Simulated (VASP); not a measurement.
Input of a VASP 6.6.1 run:

Contents of INCAR:

```
PREC = Accurate
ENCUT = 520
EDIFF = 1E-6
ISMEAR = 0
SIGMA = 0.05
LREAL = Auto
LASPH = True
NELM = 100
ALGO = Normal
ISIF = 2
LWAVE = False
LCHARG = False
GGA = PE
NBANDS = 150
```

The input KPOINTS:

```
regular mesh
0
Gamma
  3 3 3
```

Contents of POSCAR:

```
YN
1.0
    4.9057843620     -4.9057843620     -4.9057843620
   -4.9057843620     -4.9057843620      4.9057843620
   -4.9057843620      4.9057843620     -4.9057843620
Y N
16 16
Direct
    0.2500000000      0.2500000000      0.5000000000
    0.2500000000      0.5000000000      0.2500000000
    0.2500000000      0.7500000000      0.0000000000
    0.0000000000      0.2500000000      0.7500000000
    0.2500000000      0.0000000000      0.7500000000
    0.0000000000      0.5000000000      0.5000000000
    0.0000000000      0.7500000000      0.2500000000
    0.7500000000      0.2500000000      0.0000000000
    1.0000000000      1.0000000000      1.0000000000
    0.7500000000      0.5000000000      0.7500000000
    0.7500000000      0.7500000000      0.5000000000
    0.5000000000      0.2500000000      0.2500000000
    0.7500000000      0.0000000000      0.2500000000
    0.5000000000      0.5000000000      0.0000000000
    0.5000000000      0.7500000000      0.7500000000
    0.5000000000      0.0000000000      0.5000000000
    0.2500000000      0.5000000000      0.7500000000
    0.2500000000      0.7500000000      0.5000000000
    0.2500000000      0.0000000000      0.2500000000
    0.0000000000      0.5000000000      0.0000000000
    0.2500000000      0.2500000000      0.0000000000
    0.0000000000      0.7500000000      0.7500000000
    0.0000000000      0.0000000000      0.5000000000
    0.7500000000      0.5000000000      0.2500000000
    0.0000000000      0.2500000000      0.2500000000
    0.7500000000      0.7500000000      0.0000000000
    0.7500000000      0.0000000000      0.7500000000
    0.5000000000      0.5000000000      0.5000000000
    0.7500000000      0.2500000000      0.5000000000
    0.5000000000      0.7500000000      0.2500000000
    0.5000000000      0.0000000000      0.0000000000
    0.5000000000      0.2500000000      0.7500000000
```

Potentials or basis: VASP PAW PBE potentials, release 64 (Y_sv, N).

Run with:

```sh
$ cat potpaw_PBE.64/Y_sv/POTCAR potpaw_PBE.64/N/POTCAR > POTCAR
$ mpirun -np 1 vasp_std > vasp.out
```

**Question.** What does it give for the band gap on the k mesh?

**Answer.** 0.21 eV.

**Question.** What does it give for the pressure?

**Answer.** -0.1 GPa.
